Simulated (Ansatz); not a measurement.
System: CuZn (CsCl type, first atom moved by 0.06 Å along [111]), 2 atoms in the cell.

```
CELL_PARAMETERS angstrom
2.97000 0.00000 0.00000
0.00000 2.97000 0.00000
0.00000 0.00000 2.97000
ATOMIC_POSITIONS crystal
Cu 0.01166 0.01166 0.01166
Zn 0.50000 0.50000 0.50000
```

Code and potentials: Ansatz PAW hard set, 700 eV. Settings: k-mesh 4×4×4 Γ-centred; Fermi–Dirac smearing of 0.1 eV; no spin polarisation. For HSE06: exchange singularity: Wigner-Seitz.

Plain PBE gives:

- Pressure: -1.44 GPa

```tsv
atom	Fx (eV/Å)	Fy (eV/Å)	Fz (eV/Å)
Cu1	-0.136	-0.136	-0.136
Zn2	0.136	0.136	0.136
```

Problem. What changes under HSE06?

Solution. The pressure decreases by 0.194 GPa to -1.637 GPa; the forces move by 6 meV/Å (rms):

```tsv
atom	Fx (eV/Å)	Fy (eV/Å)	Fz (eV/Å)
Cu1	-0.140	-0.140	-0.140
Zn2	0.140	0.140	0.140
```

The stress includes the program's correction for the finite plane-wave basis.

The k-mesh is coarse, so these values belong to this mesh and can lie far from the converged ones. Potentials made with PBE were used with another functional (at least in: Ansatz PAW hard set, 700 eV (HSE06)).
